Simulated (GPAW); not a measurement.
The system is Si2Mo.

```
CELL_PARAMETERS angstrom
-1.60000 1.60000 3.93050
1.60000 -1.60000 3.93050
1.60000 1.60000 -3.93050
ATOMIC_POSITIONS crystal
Mo 0.00000 0.00000 0.00000
Si 0.66700 0.66700 0.00000
Si 0.33300 0.33300 0.00000
```

* Program: GPAW 26.7.0
* Task: relaxation of cell and atoms
* Functional: PBE
* Dispersion: D3(BJ)
* Potentials or basis: GPAW PAW data sets (gpaw-data 1.2.1)
* Cutoff: 600 eV
* Basis: pw
* k mesh: 7 × 7 × 7
* Occupations: fermi-dirac, width 0.05 eV
* Spin: no spin polarisation

At the start: pressure -4.3 GPa; volume 13.42 Å³/atom.

Where does the relaxation end?

Over 5 steps the energy falls by 4.7 meV/atom and the volume is 13.17 Å³/atom (-1.8 %); space group I4/mmm (No. 139, to 0.05 Å).

Step by step:
```csv
step,energy change (eV),largest force (eV/Å),pressure (GPa),volume (Å³)
1,0.0000,0.2899,-4.29,40.25
2,-0.0069,0.2004,-3.16,40.04
3,-0.0140,0.0364,-0.05,39.51
4,-0.0141,0.0198,-0.13,39.52
5,-0.0141,0.0045,-0.10,39.51
```

Final structure:
```
CELL_PARAMETERS angstrom
-1.59103 1.59103 3.90216
1.59103 -1.59103 3.90216
1.59103 1.59103 -3.90216
ATOMIC_POSITIONS crystal
Mo 0.00000 0.00000 0.00000
Si 0.66537 0.66537 0.00000
Si 0.33463 0.33463 0.00000
```

Caveat: the k mesh is coarse (spacing up to 0.40 Å⁻¹), so the values aren't converged; later steps reuse the first step's grids; pairwise dispersion overbinds metals, which lowers pressure and volume.
